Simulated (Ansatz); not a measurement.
CsCl (Pm-3m) from a database structure at its r2SCAN geometry, run in Ansatz at 3 levels of theory. Non-magnetic throughout; all numbers are computed.

The LDA input:
```yaml
crystal:
  lattice:
    - [4.1368327747, 0.0, 0.0]
    - [0.0, 4.1368327747, 0.0]
    - [0.0, 0.0, 4.1368327747]
  atoms:
    - { symbol: Cs, position: [0.0, 0.0, 0.0] }
    - { symbol: Cl, position: [0.5, 0.5, 0.5] }
kpoints:
  mp_grid: { grid: [6, 6, 6] }
  band_path:
    path: [[0.0, 0.0, 0.0], [0.0, 0.5, 0.0], [0.5, 0.5, 0.0], [0.5, 0.5, 0.5]]
    npoints: 1
hamiltonian:
  xc: lda
scf:
  occupations: { method: fixed }
  n_extra_bands: 4
output:
  forces: true
  stress: true
  eigenvalues: true
```

Main results, then, where recorded, the levels near the gap in eV from the Fermi energy (columns number the bands from 0), one row a point of the path (Γ, X, M, R):
```
Crystal: 2 atoms, lattice volume = 70.795 Å³
Symmetry: 48 space group operations
Space group: Pm-3m (ITA 221)
```
```
Basis set: ecut = 420 eV, 1357 PW (Γ)
Bands: 12, of which v1, the nominal top of the filled ones, is band 8 counted from 1 (7 counted from 0)
k-points: 20 of 216
Free energy (F): -6552.914538 eV
Fermi energy:    2.648081 eV
--- Stress (GPa, compression-positive) ---
       -2.223012       0.000000       0.000000
        0.000000      -2.223012       0.000000
        0.000000       0.000000      -2.223012
  P = ⅓ Tr σ = -2.2230 GPa (-22.230 kbar)
```
```tsv
band_5	band_6	band_7	band_8	band_9	band_10
0.000	0.000	0.000	4.800	5.151	5.151
-1.221	-0.237	-0.237	6.194	7.299	8.472
-0.438	-0.438	-0.058	5.645	5.759	7.794
-1.124	-1.124	-1.124	8.295	8.295	8.295
```

The LDA gap is direct at Γ: 4.80 eV.

**Question.** Another run on the same cell gave
```
Basis set: ecut = 420 eV, 1357 PW (Γ)
Bands: 24, of which v1, the nominal top of the filled ones, is band 16 counted from 1 (15 counted from 0)
k-points: 20 of 216
Free energy (F): -6758.388945 eV
Fermi energy:    2.992479 eV
--- Stress (GPa, compression-positive) ---
        0.808892       0.000000       0.000000
        0.000000       0.808892       0.000000
        0.000000       0.000000       0.808892
  P = ⅓ Tr σ = 0.8089 GPa (8.089 kbar)
```
```tsv
band_10	band_11	band_12	band_13	band_14	band_15	band_16	band_17	band_18	band_19	band_20	band_21
-0.196	-0.196	0.000	0.000	0.000	0.000	5.162	5.162	5.347	5.347	5.347	5.347
-1.211	-1.211	-0.328	-0.328	-0.252	-0.252	6.356	6.356	7.507	7.507	8.740	8.740
-0.507	-0.507	-0.472	-0.472	-0.115	-0.115	5.883	5.883	5.958	5.958	7.884	7.884
-1.193	-1.193	-1.102	-1.102	-1.102	-1.102	8.395	8.395	8.395	8.395	8.403	8.403
```
Which level of theory and mesh gave it?

**Answer.** It is PBE+SOC, on 6×6×6; the blocks that differ from the first input, but for the band path:
```yaml
hamiltonian:
  xc: pbe
scf:
  occupations: { method: fixed }
  n_extra_bands: 8
magnetization:
  noncollinear: true
  spin_orbit: true
```
The PBE+SOC gap is direct at Γ: 5.16 eV. At this geometry PBE+SOC finds +0.81 GPa, compression counted positive: its own equilibrium volume is larger.

**Question.** In the first input these blocks are replaced (the band path and keys that only write files left aside):
```yaml
kpoints:
  mp_grid: { grid: [4, 4, 4] }
hamiltonian:
  xc: r2scanh
```
What comes out?

**Answer.**
```
Basis set: ecut = 500 eV, 1791 PW (Γ)
Bands: 12, of which v1, the nominal top of the filled ones, is band 8 counted from 1 (7 counted from 0)
k-points: 10 of 64
hybrid outer 1: dexx = +6.429e-5 eV, tail = 6.96e-8 eV
hybrid outer 2: dexx = +7.080e-10 eV, tail = 1.85e-9 eV, Δε = 5.53e-5 eV
Free energy (F): -6773.987027 eV
Fermi energy:    2.072909 eV
--- Stress (GPa, compression-positive) ---
       -0.014661       0.000000       0.000000
        0.000000      -0.014661       0.000000
        0.000000       0.000000      -0.014661
  P = ⅓ Tr σ = -0.0147 GPa (-0.147 kbar)
```
```tsv
band_5	band_6	band_7	band_8	band_9	band_10
0.000	0.000	0.000	6.635	6.635	6.698
-1.166	-0.233	-0.233	7.707	9.026	10.313
-0.444	-0.444	-0.063	7.279	7.367	9.390
-1.107	-1.107	-1.107	9.942	9.942	9.942
```
r2SCANh gives a direct gap of 6.64 eV at Γ. The mean stress, 0.0 GPa, is small, and the program warns that its thresholds are loose for a hybrid's stress.

Small level splittings and stresses of the hybrids carry the error of their coarser meshes.

Totals of different functionals, or with and without spin-orbit coupling, can't be compared.

Only the levels marked +SOC include spin-orbit coupling.

The meshes of the hybrids are coarse, so their gaps aren't converged to the digits shown.
